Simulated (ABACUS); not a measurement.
# Pb (C2/m) in ABACUS: reference runs

How does Pb come out in PBE? The cell is run as given and disturbed.

Everything below comes from runs of ABACUS 3.10.1. Logs are shortened: lines on timing, memory, paths and dates and some standing lists are left out, and cuts for length are marked.

## Step 1: The structure

The structure is monoclinic, space group C2/m (No. 12). Conventional cell: a = 6.077 Å, b = 3.501 Å, c = 6.452 Å, α = 90.00°, β = 109.14°, γ = 90.00°. Pb (site symmetry m) has 10 Pb at 3.34 to 3.51 Å as nearest neighbours.

This isn't the form of Pb at room conditions, which is fcc.

## Step 2: Single point, PBE

The input, INPUT:

```
INPUT_PARAMETERS
suffix              Pb
calculation         scf
basis_type          pw
pseudo_dir          ./
symmetry            1
dft_functional      pbe
ecutwfc             63
pseudo_rcut         10
nspin               1
nbands              18
ks_solver           dav
smearing_method     fd
smearing_sigma      0.00367493
scf_thr             1e-08
scf_nmax            100
mixing_type         broyden
mixing_beta         0.7
cal_force           1
cal_stress          1
kpar                4
```

The input, STRU:

```
ATOMIC_SPECIES
Pb 207.2000 Pb.upf

LATTICE_CONSTANT
1.8897261246

LATTICE_VECTORS
3.0386068135 -1.7503199600 0.0000000000
3.0386068135 1.7503199600 0.0000000000
-2.1154626375 0.0000000000 6.0952248674

ATOMIC_POSITIONS
Direct

Pb
0.0
2
0.9085084100 0.9085084100 0.7262922000 1 1 1
0.0914915900 0.0914915900 0.2737078000 1 1 1
```

The input, KPT:

```
K_POINTS
0
Gamma
9 9 5 0 0 0
```

Potentials or basis: PseudoDojo NC SR 0.4.1 PBE standard, plane waves.

Started as:

```
$ OMP_NUM_THREADS=1 mpirun -np 4 abacus > log
```

running log:

```text
ABACUS v3.10.1

               Atomic-orbital Based Ab-initio Computation at UStc

 ------------------------------------------------------------------------------------

 READING GENERAL INFORMATION
                           global_out_dir = OUT.Pb/
                           global_in_card = INPUT
                               pseudo_dir = ./
                              orbital_dir =
                                    DSIZE = 4
                                    GSIZE = 1

 READING UNITCELL INFORMATION
                                    ntype = 1
                  lattice constant (Bohr) = 1.88973
              lattice constant (Angstrom) = 1

 READING ATOM TYPE 1
                               atom label = Pb
                      L=0, number of zeta = 1
                      L=1, number of zeta = 1
                      L=2, number of zeta = 1
             number of atom for this type = 2

                        TOTAL ATOM NUMBER = 2
DIRECT COORDINATES
    atom                   x                   y                   z     mag                  vx                  vy                  vz
taud_Pb1            0.9085084100        0.9085084100        0.7262922000  0.0000        0.0000000000        0.0000000000        0.0000000000
taud_Pb2            0.0914915900        0.0914915900        0.2737078000  0.0000        0.0000000000        0.0000000000        0.0000000000

                          Volume (Bohr^3) = 437.53
                             Volume (A^3) = 64.8352

 Lattice vectors: (Cartesian coordinate: in unit of a_0)
             +3.03861            -1.75032                  +0
             +3.03861            +1.75032                  +0
             -2.11546                  +0            +6.09522
 Reciprocal vectors: (Cartesian coordinate: in unit of 2 pi/a_0)
            +0.164549           -0.285662          +0.0571099
            +0.164549           +0.285662          +0.0571099
                   -0                  -0           +0.164063
 The esolver type has been set to : ksdft_pw

                PAO radial cut off (Bohr) = 10

 Read in pseudopotential file is Pb.upf
                     pseudopotential type = NC
          exchange-correlation functional = PBE
                 nonlocal core correction = 1
                        valence electrons = 14
                                     lmax = 2
                           number of zeta = 3
                     number of projectors = 6
                           L of projector = 0
                           L of projector = 0
                           L of projector = 1
                           L of projector = 1
                           L of projector = 2
                           L of projector = 2
     initial pseudo atomic orbital number = 18

 SETUP THE ELECTRONS NUMBER
            electron number of element Pb = 14
      total electron number of element Pb = 28
            AUTOSET number of electrons:  = 28
                           occupied bands = 14
                                   NBANDS = 18
                                   NLOCAL = 18

%%%%%%%%%%%%%%%%%%%%%%%%%%%%%%%%%%%%%%%%%%%%%%%%%%%%%%%%%%%%%%%%%%%%%%%%%%%%%%%%%%%%%%%%%%%%%%%%%%%%%%%%%%
 Warning: the number of valence electrons in pseudopotential > 4 for Pb: [Xe] 4f14 5d10 6s2 6p2
 Pseudopotentials with additional electrons can yield (more) accurate outcomes, but may be less efficient.
 If you're confident that your chosen pseudopotential is appropriate, you can safely ignore this warning.
%%%%%%%%%%%%%%%%%%%%%%%%%%%%%%%%%%%%%%%%%%%%%%%%%%%%%%%%%%%%%%%%%%%%%%%%%%%%%%%%%%%%%%%%%%%%%%%%%%%%%%%%%%

 SETUP THE PLANE WAVE BASIS
 energy cutoff for charge/potential (unit:Ry) = 252
            fft grid for charge/potential = [ 36, 36, 64 ]
                        fft grid division = [ 1, 1, 1 ]
        big fft grid for charge/potential = [ 36, 36, 64 ]
                                     nbxx = 82944
                                     nrxx = 82944

 SETUP PLANE WAVES FOR CHARGE/POTENTIAL
                    number of plane waves = 29535
                         number of sticks = 757

 PARALLEL PW FOR CHARGE/POTENTIAL
     PROC   COLUMNS(POT)             PW
        1            757          29535
 --------------- sum -------------------
        1            757          29535
                            number of |g| = 7720
                                  max |g| = 22.7945
                                  min |g| = 0

----------- Double Check Mixing Parameters Begin ------------
mixing_type: broyden
mixing_beta: 0.7
mixing_gg0: 1
mixing_gg0_min: 0.1
mixing_ndim: 8
----------- Double Check Mixing Parameters End ------------

 LATTICE VECTORS: (CARTESIAN COORDINATE: IN UNIT OF A0)
             +3.03861            -1.75032                  +0
             +3.03861            +1.75032                  +0
             -2.11546                  +0            +6.09522
                       right hand lattice = 1
                                   NORM_A = 3.50667
                                   NORM_B = 3.50667
                                   NORM_C = 6.45189
                           ALPHA (DEGREE) = 106.506
                           BETA  (DEGREE) = 106.506
                           GAMMA (DEGREE) = 59.8862

 The lattice vectors have been changed (STRU_SIMPLE.cif)

(for optimal symmetric configuration:)
                             BRAVAIS TYPE = 13
                     BRAVAIS LATTICE NAME = 13. Monoclinic A (base-center)
                                    ibrav = 13
                                    IBRAV = 13
                                  BRAVAIS = BASE CENTERED MONOLINIC CELL
                       LATTICE CONSTANT A = 6.07721
                                B/A RATIO = 0.576027
                                C/A RATIO = 1.19621
                                COS(BETA) = -0.544974
Original cell was already a primitive cell.
                        ROTATION MATRICES = 4
              PURE POINT GROUP OPERATIONS = 4
                   SPACE GROUP OPERATIONS = 4
                                       C2 = 1
                                       C3 = 0
                                       C4 = 0
                                       C6 = 0
                                       S1 = 1
                                       S3 = 0
                                       S4 = 0
                                       S6 = 0
                              POINT GROUP = C_2h
                                       C2 = 1
                                       C3 = 0
                                       C4 = 0
                                       C6 = 0
                                       S1 = 1
                                       S3 = 0
                                       S4 = 0
                                       S6 = 0
               POINT GROUP IN SPACE GROUP = C_2h

 SETUP K-POINTS
                                    nspin = 1
                   Input type of k points = Monkhorst-Pack(Gamma)
                                   nkstot = 405
                       right hand lattice = 1
(for reciprocal lattice: )
                             BRAVAIS TYPE = 13
                     BRAVAIS LATTICE NAME = 13. Monoclinic A (base-center)
                                    ibrav = 13
                       right hand lattice = 1
(for k-lattice: )
                             BRAVAIS TYPE = 13
                     BRAVAIS LATTICE NAME = 13. Monoclinic A (base-center)
                                    ibrav = 13
                       right hand lattice = 1
                        ROTATION MATRICES = 4
                               nkstot_ibz = 115
K-POINTS REDUCTION ACCORDING TO SYMMETRY
     IBZ    DIRECT_X    DIRECT_Y    DIRECT_Z  WEIGHT  ibz2bz
       1  0.00000000  0.00000000  0.00000000  0.0025       0
       2  0.11111111  0.00000000  0.00000000  0.0099       1
       3  0.22222222  0.00000000  0.00000000  0.0099       2
       4  0.33333333  0.00000000  0.00000000  0.0099       3
       5  0.44444444  0.00000000  0.00000000  0.0099       4
       6  0.11111111  0.11111111  0.00000000  0.0049      10
[... 22 lines left out ...]
      29  0.33333333  0.00000000  0.20000000  0.0099      84
      30  0.44444444  0.00000000  0.20000000  0.0099      85
[... 85 further k points ...]

                               nkstot now = 115
[... K-POINTS DIRECT COORDINATES: 115 rows ...]

           k-point number in this process = 29
       minimum distributed K point number = 28
[... stars of the k points ...]

[... K-POINTS CARTESIAN COORDINATES: 29 rows ...]

[... K-POINTS DIRECT COORDINATES: 29 rows ...]

 SETUP PLANE WAVES FOR WAVE FUNCTIONS
     energy cutoff for wavefunc (unit:Ry) = 63
              fft grid for wave functions = [ 36, 36, 64 ]
                    number of plane waves = 5025
                         number of sticks = 241

 PARALLEL PW FOR WAVE FUNCTIONS
     PROC   COLUMNS(POT)             PW
        1            241           5025
 --------------- sum -------------------
        1            241           5025

 SETUP NONLOCAL PSEUDOPOTENTIALS IN PLANE WAVE BASIS
 Pb non-local projectors:
 projector 1 L=0
 projector 2 L=0
 projector 3 L=1
 projector 4 L=1
 projector 5 L=2
 projector 6 L=2
      TOTAL NUMBER OF NONLOCAL PROJECTORS = 36

 Init Non-Local PseudoPotential table :
 Init Non-Local-Pseudopotential done.

                                     npwx = 3735

 Make real space PAO into reciprocal space.
       max mesh points in Pseudopotential = 1001
     dq(describe PAO in reciprocal space) = 0.01
                                    max q = 957

 number of pseudo atomic orbitals for Pb is 3
WARNING: norm of atomic wavefunction # 3 of atomic type Pb is 0.999464, renormalized

 -------------------------------------------
 SELF-CONSISTENT
 -------------------------------------------
                                 init_chg = atomic

 PW ALGORITHM --------------- ION=   1  ELEC=   1--------------------------------
 Notice: Threshold on eigenvalues was too large.
 hsover_error=0.28 > DRHO=0.00661426
 Origin diag ethr = 0.01
 New diag ethr = 2.36223e-05

 Density error is 0.00663281514896
                          Error Threshold = 2.36223429397e-05
----------------------------------------------------------
     Energy           Rydberg                 eV
----------------------------------------------------------
 E_KohnSham     -281.5216642797      -3830.2987446476
 E_Harris       -282.1389338150      -3838.6971275286
 E_Fermi        0.7643211155         10.3991222722
----------------------------------------------------------
[... 51 lines left out ...]
 Density error is 7.61510837216e-09
                          Error Threshold = 3.00641534172e-10
----------------------------------------------------------
     Energy           Rydberg                 eV
----------------------------------------------------------
 E_KohnSham     -281.5228744143      -3830.3152093735
 E_KS(sigma->0) -281.5225794249      -3830.3111958364
 E_Harris       -281.5225555999      -3830.3108716811
 E_band         -6.5170359225        -88.6688226163
 E_one_elec     -70.6701349357       -961.5165135550
 E_Hartree      54.7846617007        745.3835621313
 E_xc           -79.9429724478       -1087.6799403468
 E_Ewald        -185.6938387526      -2526.4942905288
 E_entropy(-TS) -0.0005899789        -0.0080270742
 E_descf        0.0000000000         0.0000000000
 E_exx          0.0000000000         0.0000000000
 E_Fermi        0.7610819195         10.3550507494
----------------------------------------------------------

 charge density convergence is achieved
 final etot is -3830.3152094 eV
 EFERMI = 10.355050749 eV

 STATE ENERGY(eV) AND OCCUPATIONS    NSPIN == 1
 1/29 kpoint (Cartesian) = 0.0000 0.0000 0.0000 (3735 pws)
       1       -6.77036     0.00493827
       2       -6.65054     0.00493827
       3       -6.65049     0.00493827
       4       -6.64791     0.00493827
       5       -6.64662     0.00493827
       6       -6.63297     0.00493827
[... 10 lines left out ...]
      17        16.9042    6.43584e-60
      18        17.0174    6.67900e-61
[... 83 lines left out ...]
       2       -6.66593     0.00987654
       3       -6.65265     0.00987654
       4       -6.62802     0.00987654
       5       -6.61840     0.00987654
       6       -6.60347     0.00987654
[... 10 lines left out ...]
      17        16.6051    5.10150e-57
      18        17.2265    2.04243e-62

[... levels at 23 further k points ...]

------------------------------------------------------------------------------------------
 TOTAL-FORCE (eV/Angstrom)
------------------------------------------------------------------------------------------
                       Pb1         0.0280646929         0.0000000000        -0.0565858491
                       Pb2        -0.0280646929         0.0000000000         0.0565858491
------------------------------------------------------------------------------------------

----------------------------------------------------------------
 TOTAL-STRESS (KBAR)
----------------------------------------------------------------
         8.0898951101        -0.0000000000         0.0545007188
        -0.0000000000         8.3685310097         0.0000000000
         0.0545007188        -0.0000000000         7.4133378488
----------------------------------------------------------------
 TOTAL-PRESSURE: 7.957255 KBAR

 --------------------------------------------
 !FINAL_ETOT_IS -3830.3152093735111521 eV
 --------------------------------------------
```

It took 25 s on 4 MPI ranks of Intel Xeon Platinum 8488C (Sapphire Rapids), shared host; peak memory 0.48 GiB.

What came out:

```yaml
Free_energy: -3830.3152 eV
Pressure: 0.8 GPa
Largest_force: 0.063 eV/Å
Band_gap_on_the_k_mesh: none (metal or under the smearing width)
```

Forces in eV/Å, atoms in the order of the input:
```
Pb   0.028  0.000 -0.057
Pb  -0.028  0.000  0.057
```

(Part 1 of 2 ends here.)
